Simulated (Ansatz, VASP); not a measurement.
## C in VASP and in Ansatz

```
C
1.0
     0.00000    1.65182    1.77570
     1.65182    0.00000    1.77570
     1.65182    1.65182    0.00000
C
2
Direct
  0.50000 0.50000 0.50000
  0.75000 0.75000 0.75000
```

Alike in both runs: task single point; functional LDA; k mesh 12 × 12 × 12; occupations gaussian, width 0.05 eV; no spin polarisation.

```csv
,VASP,Ansatz
version,VASP 6.6.1,Ansatz 0.2.0
potentials or method,"VASP PAW LDA potentials, release 64 (C)","scalar-relativistic, plane waves, PAW"
plane-wave cutoff (eV),520,520
valence electrons in the cell,8,8
```

VASP gave:

```
gap on the k mesh at the Fermi level (eV) : 3.52
least direct gap on the mesh (eV)         : 5.29
```

Task: Estimate Ansatz's values.

Result: gap on the k mesh at the Fermi level (eV): 3.53; least direct gap on the mesh (eV): 5.29.

Ansatz warned: «pseudo_functional_mismatch».
